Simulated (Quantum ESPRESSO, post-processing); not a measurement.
# GaN/Ga(1-x)Al(x)N (10-10) interfaces, on the lattice of GaN, stepped through the share x of Al, part 8 of 9

What law, if any, do the results for GaN/Ga(1-x)Al(x)N (10-10) interfaces, on the lattice of GaN follow against the share x of Al?

Quantum ESPRESSO 7.5; plane-wave DFT, LDA, GBRV ultrasoft pseudopotentials.

So far. Step 11 (Relaxing cell and ions, 0.5):  The last row is no step: it is a fresh SCF in the final cell with a new plane-wave basis, +3 meV from the row before. Step 15 (Variable-cell relaxation, 0.75):  The last row is no step: it is a fresh SCF in the final cell with a new plane-wave basis, +3 meV from the row before.

### 17. SCF with pw.x, 0.75

System of this step: GaN/Ga(1-x)Al(x)N (10-10) superlattice, x = 3/4. The cell holds 32 atoms: 10 Ga, 16 N and 6 Al. Cell: a = 3.154 Å, b = 5.142 Å, c = 21.550 Å, α = 90.0°, β = 90.0°, γ = 90.0°. The structure's axis is c.

The input, m2.scf.in:

```
&control
  prefix = 'm2.scf'
  outdir = './out'
  pseudo_dir = './pseudo'
  calculation = 'scf'
  tprnfor = .true.
/
&system
  ibrav = 0
  nat = 32
  ntyp = 3
  ecutwfc = 40
  ecutrho = 200
  occupations = 'smearing'
  smearing = 'fd'
  degauss = 0.002
/
&electrons
  conv_thr = 1e-08
  mixing_beta = 0.4
  electron_maxstep = 160
  mixing_mode = 'TF'
  mixing_ndim = 12
/
ATOMIC_SPECIES
  Ga  69.7230  ga_lda_v1.4.uspp.F.UPF
  N   14.0070  n_lda_v1.2.uspp.F.UPF
  Al  26.9815  al_lda_v1.uspp.F.UPF
CELL_PARAMETERS angstrom
  3.15391494600000 0.00000000000000 0.00000000000000
  0.00000000000000 5.14194925300000 0.00000002900000
  0.00000000000000 0.00000000000000 21.55040880800000
ATOMIC_POSITIONS crystal
  Ga  0.500000000000 0.500307347800 0.000000000000
  N   0.500000000000 0.876692535000 0.000000041673
  Ga  0.000000000000 0.000307532300 0.042247401868
  N   0.000000000000 0.376692647100 0.042247180600
  Ga  0.000000000000 0.500307498000 0.126742463118
  N   0.000000000000 0.876692616000 0.126742702332
  Ga  0.500000000000 0.000307346400 0.168989890841
  N   0.500000000000 0.376692477400 0.168989830309
  Ga  0.500000000000 0.500307347800 0.253485248873
  N   0.500000000000 0.876692535000 0.253485290545
  Ga  0.000000000000 0.000307532300 0.295732650740
  N   0.000000000000 0.376692647100 0.295732429473
  Ga  0.000000000000 0.500307498000 0.380227711991
  N   0.000000000000 0.876692616000 0.380227951205
  Ga  0.500000000000 0.000307346400 0.422475139714
  N   0.500000000000 0.376692477400 0.422475079181
  Al  0.500000000000 0.499849801200 0.506970497745
  N   0.500000000000 0.873860295200 0.508650556663
  Al  0.000000000000 0.000347319700 0.547074255745
  N   0.000000000000 0.374280897300 0.546741801490
  Al  0.000000000000 0.500227882400 0.629438095290
  N   0.000000000000 0.871852622400 0.628616987169
  Ga  0.500000000000 0.002008031500 0.670496419543
  N   0.500000000000 0.385573150300 0.670141314033
  Al  0.500000000000 0.499849801200 0.753485248873
  N   0.500000000000 0.873860295200 0.755165307791
  Al  0.000000000000 0.000347319700 0.793589006873
  N   0.000000000000 0.374280897300 0.793256552618
  Al  0.000000000000 0.500227882400 0.875952846418
  N   0.000000000000 0.871852622400 0.875131738297
  Ga  0.500000000000 0.002008031500 0.917011170670
  N   0.500000000000 0.385573150300 0.916656065160
K_POINTS automatic
  6 5 1 0 0 0
```

Run with:

```console
$ OMP_NUM_THREADS=1 mpirun -n 4 pw.x -nk 2 -in m2.scf.in > m2.scf.out
```

The program printed:

```text
[banner, memory and clock lines left out]
Program PWSCF v.7.5 starts
[...]
Message from routine setup:
[...]
number of electrons       =       288.00
     number of Kohn-Sham states=          173
     kinetic-energy cutoff     =      40.0000  Ry
     charge density cutoff     =     200.0000  Ry
[...]
number of k points=    12  Fermi-Dirac smearing, width (Ry)=  0.0020
[...]
Dense  grid:   112799 G-vectors     FFT dimensions: (  27,  45, 192)
[...]
Starting wfcs are  208 randomized atomic wfcs
[...]
estimated scf accuracy    <    3861.47844776 Ry
[...]
estimated scf accuracy    <    1318.82055381 Ry
[...]
estimated scf accuracy    <      76.46126688 Ry
[...]
estimated scf accuracy    <      16.33668452 Ry
[...]
estimated scf accuracy    <     116.27629712 Ry
[...]
estimated scf accuracy    <       5.32731723 Ry
[...]
negative rho (up, down):  1.729E-04 0.000E+00
[...]
estimated scf accuracy    <       2.08830741 Ry
[...]
negative rho (up, down):  1.696E-03 0.000E+00
[...]
estimated scf accuracy    <       0.74197911 Ry
[...]
negative rho (up, down):  2.005E-03 0.000E+00
[...]
estimated scf accuracy    <       0.51052778 Ry
[...]
negative rho (up, down):  6.567E-04 0.000E+00
[...]
estimated scf accuracy    <       0.28990248 Ry
[...]
estimated scf accuracy    <       0.22874720 Ry
[...]
estimated scf accuracy    <       0.13556500 Ry
[...]
estimated scf accuracy    <       0.06868735 Ry
[...]
estimated scf accuracy    <       0.03930205 Ry
[...]
estimated scf accuracy    <       0.02144855 Ry
[...]
estimated scf accuracy    <       0.00547032 Ry
[...]
estimated scf accuracy    <       0.00045892 Ry
[...]
estimated scf accuracy    <       0.00071650 Ry
[...]
estimated scf accuracy    <       0.00034070 Ry
[...]
estimated scf accuracy    <       0.00026191 Ry
[...]
estimated scf accuracy    <       0.00012018 Ry
[...]
estimated scf accuracy    <       0.00005803 Ry
[...]
estimated scf accuracy    <       0.00002339 Ry
[...]
estimated scf accuracy    <       0.00000857 Ry
[...]
estimated scf accuracy    <       0.00000518 Ry
[...]
estimated scf accuracy    <       0.00000234 Ry
[...]
estimated scf accuracy    <       0.00000110 Ry
[...]
estimated scf accuracy    <       0.00000028 Ry
[...]
estimated scf accuracy    <       0.00000010 Ry
[...]
estimated scf accuracy    <       0.00000004 Ry
[...]
the Fermi energy is    11.1440 ev
!    total energy              =   -4514.25853483 Ry
     estimated scf accuracy    <          9.6E-09 Ry
     smearing contrib. (-TS)   =      -0.00000000 Ry
     internal energy E=F+TS    =   -4514.25853483 Ry
[...]
one-electron contribution =   -7063.23153764 Ry
     hartree contribution      =    3681.59889151 Ry
     xc contribution           =    -591.06045077 Ry
     ewald contribution        =    -541.56543793 Ry
     convergence has been achieved in  31 iterations
[...]
Total force =     0.054836     Total SCF correction =     0.000579
[...]
```

The job ended after 10 min (4 MPI ranks of Arm Neoverse V1, shared host; peak memory 1.1 GiB; 41 min of CPU time).

This step gave:

| Property | Result |
| --- | --- |
| free energy | -61419.6163 eV |
| Fermi energy | 11.14 eV |

### 18. The line-up

This step gave:

| Quantity | Value |
| --- | --- |
| mean potential in the stack, first crystal | 3.587 eV |
| slope of the running mean in the stack, first crystal | -0.001659 eV/Å |
| mean potential in the stack, second crystal | 3.677 eV |
| valence top over the bulk's mean potential, second crystal | 5.487 eV |
| conduction bottom over the bulk's mean potential, second crystal | 8.858 eV |
| slope of the running mean in the stack, second crystal | 0.001871 eV/Å |
| period along the stack, second crystal | 5.312 Å |

### 19. Relaxing cell and ions, 1

System of this step: Ga(1-x)Al(x)N, x = 4/4, ordered (10-10) cell. Symmetry: P6_3mc, No. 186, hexagonal system. The conventional cell has a = 3.154 Å, b = 3.154 Å, c = 5.142 Å, α = 90.00°, β = 90.00°, γ = 120.00°. Al has 4 N at 1.93 to 1.94 Å nearest. Nearest to N lie 4 Al at 1.93 to 1.94 Å. Farther neighbours and most contacts between anions are not listed.

The input, m3.relax.in:

```
&control
  prefix = 'm3.relax'
  outdir = './out'
  pseudo_dir = './pseudo'
  nstep = 70
  forc_conv_thr = 0.0004
  calculation = 'vc-relax'
/
&system
  ibrav = 0
  nat = 8
  ntyp = 2
  ecutwfc = 48
  ecutrho = 240
  occupations = 'smearing'
  smearing = 'fd'
  degauss = 0.002
/
&electrons
  conv_thr = 1e-09
  mixing_beta = 0.4
  electron_maxstep = 120
/
&ions
/
&cell
  cell_dofree = 'z'
  press_conv_thr = 0.4
/
ATOMIC_SPECIES
  Al  26.9815  al_lda_v1.uspp.F.UPF
  N   14.0070  n_lda_v1.2.uspp.F.UPF
CELL_PARAMETERS angstrom
  3.15391494600000 0.00000000000000 0.00000000000000
  0.00000000000000 5.14194925300000 0.00000000000000
  0.00000000000000 0.00000000000000 5.46271074000000
ATOMIC_POSITIONS crystal
  Al  0.500000000000 0.500000000000 0.166666666700
  N   0.500000000000 0.877000000000 0.166666666700
  Al  0.000000000000 0.000000000000 0.333333333300
  N   0.000000000000 0.377000000000 0.333333333300
  Al  0.000000000000 0.500000000000 0.666666666700
  N   0.000000000000 0.877000000000 0.666666666700
  Al  0.500000000000 0.000000000000 0.833333333300
  N   0.500000000000 0.377000000000 0.833333333300
K_POINTS automatic
  5 3 3 0 0 0
```

Run with:

```console
$ OMP_NUM_THREADS=1 mpirun -n 4 pw.x -nk 2 -in m3.relax.in > m3.relax.out
```

The program printed:

```text
[banner, memory and clock lines left out]
Program PWSCF v.7.5 starts
[...]
Message from routine setup:
[...]
number of electrons       =        32.00
     number of Kohn-Sham states=           20
     kinetic-energy cutoff     =      48.0000  Ry
     charge density cutoff     =     240.0000  Ry
[...]
number of k points=    15  Fermi-Dirac smearing, width (Ry)=  0.0020
[...]
Dense  grid:    37573 G-vectors     FFT dimensions: (  30,  48,  54)
[...]
Starting wfcs are   32 randomized atomic wfcs
[...]
estimated scf accuracy    <       2.38785120 Ry
[...]
estimated scf accuracy    <       0.07606608 Ry
[...]
estimated scf accuracy    <       0.02524159 Ry
[...]
estimated scf accuracy    <       0.00785156 Ry
[...]
estimated scf accuracy    <       0.00050566 Ry
[...]
estimated scf accuracy    <       0.00004990 Ry
[...]
estimated scf accuracy    <       0.00013126 Ry
[...]
estimated scf accuracy    <       0.00000810 Ry
[...]
estimated scf accuracy    <       0.00000048 Ry
[...]
estimated scf accuracy    <       0.00000012 Ry
[...]
estimated scf accuracy    <       0.00000007 Ry
[...]
estimated scf accuracy    <          4.5E-09 Ry
[...]
estimated scf accuracy    <          4.4E-09 Ry
[...]
the Fermi energy is     8.6040 ev
!    total energy              =    -108.06980382 Ry
     estimated scf accuracy    <          8.3E-10 Ry
     smearing contrib. (-TS)   =       0.00000000 Ry
     internal energy E=F+TS    =    -108.06980382 Ry
[...]
one-electron contribution =      -6.91471715 Ry
     hartree contribution      =      22.97348364 Ry
     xc contribution           =     -38.80419822 Ry
     ewald contribution        =     -85.32437209 Ry
     convergence has been achieved in  14 iterations
[...]
Total force =     0.010501     Total SCF correction =     0.000002
[...]
estimated scf accuracy    <       0.00076227 Ry
[...]
estimated scf accuracy    <       0.00013235 Ry
[...]
estimated scf accuracy    <       0.00001699 Ry
[...]
estimated scf accuracy    <       0.00000080 Ry
[...]
estimated scf accuracy    <       0.00000006 Ry
[...]
estimated scf accuracy    <          5.4E-09 Ry
[...]
estimated scf accuracy    <          2.7E-09 Ry
[...]
the Fermi energy is     8.9198 ev
!    total energy              =    -108.07742334 Ry
     estimated scf accuracy    <          2.4E-11 Ry
     smearing contrib. (-TS)   =       0.00000000 Ry
     internal energy E=F+TS    =    -108.07742334 Ry
[...]
one-electron contribution =      -6.00244678 Ry
     hartree contribution      =      22.80360649 Ry
     xc contribution           =     -38.92516894 Ry
     ewald contribution        =     -85.95341411 Ry
     convergence has been achieved in   8 iterations
[...]
Total force =     0.020815     Total SCF correction =     0.000009
[...]
estimated scf accuracy    <       0.00016666 Ry
[...]
estimated scf accuracy    <       0.00003192 Ry
[...]
estimated scf accuracy    <       0.00000493 Ry
[...]
estimated scf accuracy    <       0.00000019 Ry
[...]
estimated scf accuracy    <       0.00000002 Ry
[...]
estimated scf accuracy    <          1.6E-09 Ry
[...]
estimated scf accuracy    <          6.1E-10 Ry
[...]
the Fermi energy is     9.0775 ev
!    total energy              =    -108.07881935 Ry
     estimated scf accuracy    <          7.0E-12 Ry
     smearing contrib. (-TS)   =       0.00000000 Ry
     internal energy E=F+TS    =    -108.07881935 Ry
[...]
one-electron contribution =      -5.51263077 Ry
     hartree contribution      =      22.71151188 Ry
     xc contribution           =     -38.98740521 Ry
     ewald contribution        =     -86.29029526 Ry
     convergence has been achieved in   8 iterations
[...]
Total force =     0.019649     Total SCF correction =     0.000006
[...]
estimated scf accuracy    <       0.00007829 Ry
[...]
estimated scf accuracy    <       0.00001695 Ry
[...]
estimated scf accuracy    <       0.00000078 Ry
[...]
estimated scf accuracy    <       0.00000042 Ry
[...]
estimated scf accuracy    <       0.00000001 Ry
[...]
estimated scf accuracy    <          1.1E-09 Ry
[...]
estimated scf accuracy    <          1.7E-10 Ry
[...]
the Fermi energy is     9.1075 ev
!    total energy              =    -108.07914880 Ry
     estimated scf accuracy    <          6.0E-12 Ry
     smearing contrib. (-TS)   =       0.00000000 Ry
     internal energy E=F+TS    =    -108.07914880 Ry
[...]
one-electron contribution =      -5.39644526 Ry
     hartree contribution      =      22.68614508 Ry
     xc contribution           =     -38.99894891 Ry
     ewald contribution        =     -86.36989971 Ry
     convergence has been achieved in   8 iterations
[...]
Total force =     0.008408     Total SCF correction =     0.000003
[...]
estimated scf accuracy    <       0.00003394 Ry
[...]
estimated scf accuracy    <       0.00000737 Ry
[...]
estimated scf accuracy    <       0.00000027 Ry
[...]
estimated scf accuracy    <       0.00000013 Ry
[...]
estimated scf accuracy    <          3.3E-10 Ry
[...]
estimated scf accuracy    <          1.5E-10 Ry
[...]
the Fermi energy is     9.1085 ev
!    total energy              =    -108.07921840 Ry
     estimated scf accuracy    <          6.0E-12 Ry
     smearing contrib. (-TS)   =       0.00000000 Ry
     internal energy E=F+TS    =    -108.07921840 Ry
[...]
one-electron contribution =      -5.37914452 Ry
     hartree contribution      =      22.68042843 Ry
     xc contribution           =     -38.99902932 Ry
     ewald contribution        =     -86.38147300 Ry
     convergence has been achieved in   7 iterations
[...]
Total force =     0.002244     Total SCF correction =     0.000006
[...]
estimated scf accuracy    <       0.00000101 Ry
[...]
estimated scf accuracy    <       0.00000019 Ry
[...]
estimated scf accuracy    <          5.4E-09 Ry
[...]
estimated scf accuracy    <          6.5E-10 Ry
[...]
estimated scf accuracy    <          1.0E-11 Ry
[...]
the Fermi energy is     9.1072 ev
!    total energy              =    -108.07922357 Ry
     estimated scf accuracy    <          7.8E-12 Ry
     smearing contrib. (-TS)   =       0.00000000 Ry
     internal energy E=F+TS    =    -108.07922357 Ry
[...]
one-electron contribution =      -5.38184465 Ry
     hartree contribution      =      22.68061933 Ry
     xc contribution           =     -38.99844255 Ry
     ewald contribution        =     -86.37955570 Ry
     convergence has been achieved in   6 iterations
[...]
Total force =     0.002008     Total SCF correction =     0.000007
[...]
estimated scf accuracy    <       0.00000097 Ry
[...]
estimated scf accuracy    <       0.00000019 Ry
[...]
estimated scf accuracy    <          6.8E-09 Ry
[...]
estimated scf accuracy    <          1.2E-09 Ry
[...]
estimated scf accuracy    <          1.3E-11 Ry
[...]
the Fermi energy is     9.1066 ev
!    total energy              =    -108.07922837 Ry
     estimated scf accuracy    <          5.5E-12 Ry
     smearing contrib. (-TS)   =       0.00000000 Ry
     internal energy E=F+TS    =    -108.07922837 Ry
[...]
one-electron contribution =      -5.38298023 Ry
     hartree contribution      =      22.68059610 Ry
     xc contribution           =     -38.99813383 Ry
     ewald contribution        =     -86.37871041 Ry
     convergence has been achieved in   6 iterations
[...]
Total force =     0.001833     Total SCF correction =     0.000006
[...]
estimated scf accuracy    <       0.00000170 Ry
[...]
estimated scf accuracy    <       0.00000035 Ry
[...]
estimated scf accuracy    <       0.00000001 Ry
[...]
estimated scf accuracy    <          2.7E-09 Ry
[...]
estimated scf accuracy    <          2.5E-11 Ry
[...]
the Fermi energy is     9.1065 ev
!    total energy              =    -108.07923585 Ry
     estimated scf accuracy    <          1.0E-12 Ry
     smearing contrib. (-TS)   =       0.00000000 Ry
     internal energy E=F+TS    =    -108.07923585 Ry
[...]
one-electron contribution =      -5.38278546 Ry
     hartree contribution      =      22.68034173 Ry
     xc contribution           =     -38.99802894 Ry
     ewald contribution        =     -86.37876318 Ry
     convergence has been achieved in   6 iterations
[...]
Total force =     0.001588     Total SCF correction =     0.000001
[...]
estimated scf accuracy    <       0.00000320 Ry
[...]
estimated scf accuracy    <       0.00000067 Ry
[...]
estimated scf accuracy    <       0.00000003 Ry
[...]
estimated scf accuracy    <          3.5E-09 Ry
[...]
estimated scf accuracy    <          3.6E-11 Ry
[...]
the Fermi energy is     9.1070 ev
!    total energy              =    -108.07924488 Ry
     estimated scf accuracy    <          3.4E-12 Ry
     smearing contrib. (-TS)   =       0.00000000 Ry
     internal energy E=F+TS    =    -108.07924488 Ry
[...]
one-electron contribution =      -5.38089309 Ry
     hartree contribution      =      22.67980282 Ry
     xc contribution           =     -38.99819509 Ry
     ewald contribution        =     -86.37995952 Ry
     convergence has been achieved in   6 iterations
[...]
Total force =     0.001192     Total SCF correction =     0.000003
[...]
estimated scf accuracy    <       0.00000211 Ry
[...]
estimated scf accuracy    <       0.00000044 Ry
[...]
estimated scf accuracy    <       0.00000002 Ry
[...]
estimated scf accuracy    <          1.4E-09 Ry
[...]
estimated scf accuracy    <          2.4E-11 Ry
[...]
the Fermi energy is     9.1079 ev
!    total energy              =    -108.07924564 Ry
     estimated scf accuracy    <          1.9E-12 Ry
     smearing contrib. (-TS)   =       0.00000000 Ry
     internal energy E=F+TS    =    -108.07924564 Ry
[...]
one-electron contribution =      -5.37811464 Ry
     hartree contribution      =      22.67925933 Ry
     xc contribution           =     -38.99859411 Ry
     ewald contribution        =     -86.38179623 Ry
     convergence has been achieved in   6 iterations
[...]
Total force =     0.000687     Total SCF correction =     0.000001
[...]
number of electrons       =        32.00
     number of Kohn-Sham states=           20
     kinetic-energy cutoff     =      48.0000  Ry
     charge density cutoff     =     240.0000  Ry
[...]
number of k points=    15  Fermi-Dirac smearing, width (Ry)=  0.0020
[...]
Dense  grid:    36223 G-vectors     FFT dimensions: (  30,  48,  50)
[...]
Starting wfcs are   32 randomized atomic wfcs
[...]
estimated scf accuracy    <       2.39826587 Ry
[...]
estimated scf accuracy    <       0.06528216 Ry
[...]
estimated scf accuracy    <       0.02367359 Ry
[...]
estimated scf accuracy    <       0.00591364 Ry
[...]
estimated scf accuracy    <       0.00029341 Ry
[...]
estimated scf accuracy    <       0.00012338 Ry
[...]
estimated scf accuracy    <       0.00000495 Ry
[...]
estimated scf accuracy    <       0.00000006 Ry
[...]
estimated scf accuracy    <          1.2E-09 Ry
[...]
estimated scf accuracy    <          6.0E-09 Ry
[...]
estimated scf accuracy    <          4.1E-11 Ry
[...]
the Fermi energy is     9.1079 ev
!    total energy              =    -108.07906541 Ry
     estimated scf accuracy    <          4.7E-12 Ry
     smearing contrib. (-TS)   =       0.00000000 Ry
     internal energy E=F+TS    =    -108.07906541 Ry
[...]
one-electron contribution =      -5.37775180 Ry
     hartree contribution      =      22.67904213 Ry
     xc contribution           =     -38.99855951 Ry
     ewald contribution        =     -86.38179623 Ry
     convergence has been achieved in  12 iterations
[...]
Total force =     0.000677     Total SCF correction =     0.000001
[...]
```

The job ended after 53 s (4 MPI ranks; peak memory 0.27 GiB; 3.6 min of CPU time).

The steps of the relaxation:

```tsv
step	energy less that of the first step (eV)	largest force (eV/Å)	volume (Å³)
1	0.0000	0.0955	88.59
2	-0.1037	0.2041	86.65
3	-0.1227	0.1976	85.65
4	-0.1271	0.0925	85.45
5	-0.1281	0.0213	85.43
6	-0.1282	0.0229	85.44
7	-0.1282	0.0218	85.44
8	-0.1283	0.0184	85.44
9	-0.1285	0.0123	85.44
10	-0.1285	0.0063	85.43
11	-0.1260	0.0062	85.43
```

```tsv
cell as run	before	after	change
a (Å)	3.154	3.154	+0.0 %
b (Å)	5.142	5.142	+0.0 %
c (Å)	5.463	5.268	-3.6 %
volume (Å³/atom)	11.07	10.68	-3.6 %
```

The atoms that moved most (Å, as changes of fractional coordinates times the final cell):

```tsv
atom	dx	dy	dz	length
N6	0.000	-0.003	0.018	0.019
N4	0.000	-0.003	-0.018	0.019
N8	0.000	-0.003	-0.018	0.019
N2	0.000	-0.003	0.018	0.019
Al7	0.000	0.003	-0.006	0.006
Al1	0.000	0.003	0.006	0.006
Al5	0.000	0.003	0.006	0.006
Al3	0.000	0.003	-0.006	0.006
```

 The last row is no step: it is a fresh SCF in the final cell with a new plane-wave basis, +2 meV from the row before.

Read from the output:

| Item | Value |
| --- | --- |
| free energy | -1470.4906 eV |
| Fermi energy | 9.108 eV |

[end of part 8 of 9]

[Logs are printed without paths, hosts, clocks, repeated set-up lines and the standing remarks that a program may print on its own settings, such as how far it seeks lower states.]

[Hosts, paths, dates, database ids (printed as entryN), source tags and the programs' standing remarks are cut or masked in the printed files.]

[Maps of the electrostatic potential energy from Ansatz leave out the sawtooth potential of an applied field or a dipole correction, so their vacuum need not be flat; planar profiles and work functions include it.]
